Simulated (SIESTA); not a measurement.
Crystal: Au.

```xyz
2
Lattice="2.9000 0.0000 0.0000 -1.4500 2.5115 0.0000 0.0000 0.0000 4.8800" Properties=species:S:1:pos:R:3 pbc="T T T"
Au    1.4500    0.8372    1.2200
Au    0.0000    1.6743    3.6600
```

This isn't the form of Au at room conditions, which is fcc.

Base run:

```yaml
Program: SIESTA 5.4.2
Functional: LDA
Potentials_or_basis: PseudoDojo 0.4 standard (LDA files)
Basis: DZP (energy shift 0.003 Ry; two zetas on semicore shells)
Grid_cutoff: 800 Ry
Energy_shift: 0.003 Ry
k_mesh: 11 × 11 × 6
Occupations: fermi-dirac, width 0.05 eV
Spin: no spin polarisation
```

Its results: band gap on the k mesh none (metal or under the smearing width); pressure -9.6 GPa.

Task: The run is repeated on the same cell with these changes: functional from LDA to PBEsol; potentials or basis from PseudoDojo 0.4 standard (LDA files) to PseudoDojo 0.4 standard (PBEsol files). What comes out?

Result: Band gap on the k mesh none (metal or under the smearing width); pressure -5.2 GPa.

Caveats: short orbitals over semicore shells can move pressures by several GPa; spin-orbit coupling is left out, which moves the levels of the heavy elements; the basis of atomic orbitals isn't converged, which shifts pressures, moduli and gaps.
